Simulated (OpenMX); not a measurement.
The system is CuO.

```xyz
2
Lattice="2.8363 0.0000 0.0000 -1.4182 2.4563 0.0000 0.0000 0.0000 2.7681" Properties=species:S:1:pos:R:3 pbc="T T T"
Cu    0.0000    0.0000    0.0000
O     1.4182    0.8188    1.3841
```

Measurements of this composition are mostly on another form, of space group No. 15.

Base run:

- Program: OpenMX 3.8.5
- Functional: PBE
- Potentials or basis: OpenMX 2013 PBE set, Cu6.0H-s3p2d2f1, O6.0-s3p2d2, grid cutoff 500 Ry
- k mesh: 11 × 11 × 11
- Occupations: fermi-dirac, width 0.05 eV
- Spin: no spin polarisation

Its results: pressure 1.0 GPa; largest force 0.012 eV/Å.

Q: The run is repeated on the same cell with these changes: potentials or basis from OpenMX 2013 PBE set, Cu6.0H-s3p2d2f1, O6.0-s3p2d2, grid cutoff 500 Ry to OpenMX 2013 PBE set, Cu6.0H-s2p2d1, O6.0-s2p2, grid cutoff 500 Ry. What comes out?

A: Pressure 3.2 GPa; largest force 0.012 eV/Å.

Caveats: the basis of atomic orbitals isn't converged, which shifts pressures, moduli and gaps; an odd number of electrons without spin polarisation forces a metal; a magnetic or distorted state may lie lower; the run has no spin polarisation, though such a crystal can be magnetic; the transition metal has a single d function, too few for pressures, volumes and moments (some runs).
